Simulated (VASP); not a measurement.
EuO2:

```
Eu O
1.0
    -1.93055    1.93055    2.73861
     1.93055   -1.93055    2.73861
     1.93055    1.93055   -2.73861
Eu O
1 2
Cartesian
  0.0000 0.0000 2.7386
  1.9306 0.0000 1.3693
  0.0000 1.9306 1.3693
```

The cell comes from a database or a generator and needn't be the stable form of this composition.

| Quantity | Value |
| --- | --- |
| Program | VASP 6.6.1 |
| Task | relaxation of cell and atoms |
| Functional | r2SCAN |
| Potentials or basis | VASP PAW PBE potentials, release 64 (Eu, O) |
| Cutoff | 600 eV |
| k mesh | 7 × 7 × 7 |
| Occupations | gaussian, width 0.05 eV |
| Spin | collinear spin, ferromagnetic start |
| Starting moments | [7.0, 0.0, 0.0] μB |

At the start: pressure -2.3 GPa; volume 13.61 Å³/atom.

**Question.** Where does the relaxation end?

**Answer.** Over 3 steps the energy falls by 2.0 meV/atom and the volume is 13.35 Å³/atom (-1.9 %); space group Fm-3m (No. 225, to 0.05 Å); moment 5.00 μB per cell.

The path:
| step | energy change (eV) | largest force (eV/Å) | pressure (GPa) | volume (Å³) |
| --- | --- | --- | --- | --- |
| 1 | 0.0000 | 0.0000 | -2.30 | 40.83 |
| 2 | -0.0045 | 0.0000 | 1.11 | 39.68 |
| 3 | -0.0061 | 0.0000 | 0.10 | 40.04 |

Final structure:
```
Eu O
1.0
    -1.91794    1.91794    2.72104
     1.91794   -1.91794    2.72104
     1.91794    1.91794   -2.72104
Eu O
1 2
Direct
  0.50000 0.50000 0.00000
  0.25000 0.75000 0.50000
  0.75000 0.25000 0.50000
```

Caveat: the PAW data sets were made with another functional, which shifts forces and pressure a little; a cell with one magnetic atom can't hold antiferromagnetic order, which such compounds often take; without U or exact exchange the open f shell lies at the Fermi level, which spoils levels, moments and volumes.
